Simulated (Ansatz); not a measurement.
Consider the hydrogen abstraction from a C–H bond: `[CH3][Al]([CH3])[F]` + `F[C](F)F`• → `[CH2][Al]([CH3])[F]`• + trifluoromethane.

Gas-phase electronic energies from Ansatz, PBE0-D4/def2-TZVP geometries. CCSD(T)/CBS adds triple-zeta CCSD(T) − MP2 to the extrapolated MP2 energy (def2 sets, frozen cores). This one scheme is used for every species. Functionals use def2-TZVPP. HSE06 is defined as in plane-wave codes. No spin–orbit coupling; open shells (•) take unrestricted orbitals.

| level | ΔE (kcal/mol) |
| --- | --- |
| ωB97X-V | -6.8 |
| r2SCAN | -5.9 |
| HSE06 | -5.7 |
| BHLYP | -9.0 |
| CCSD/def2-SVP | -8.4 |
| SCS-MP2/def2-TZVPP | -9.4 |
| MP2/def2-QZVPP | -7.6 |
| SCS-MP2/def2-QZVPP | -9.4 |

Question: What does CCSD(T)/CBS give? (An estimate is asked.)

Answer: Computed: -8.8 kcal/mol. The listed levels differ from it by 2.0, 2.9, 3.1, -0.2, 0.4, -0.6, 1.2, -0.6 kcal/mol.

Largest T1 diagnostic among the species: 0.014.

From r2SCAN to r2SCAN0 (25 % exact exchange), in def2-TZVPP and without D4, ΔE moves by −0.7 kcal/mol. In def2-TZVPP, CCSD(T) changes the Hartree–Fock value by +2.8 kcal/mol (the triples alone add +0.8 kcal/mol) and MP2 by +4.0 kcal/mol.

CCSD(T)/CBS has its own doubt, a few kJ/mol and more with outer-core shells, so smaller differences from it don't rank the levels.
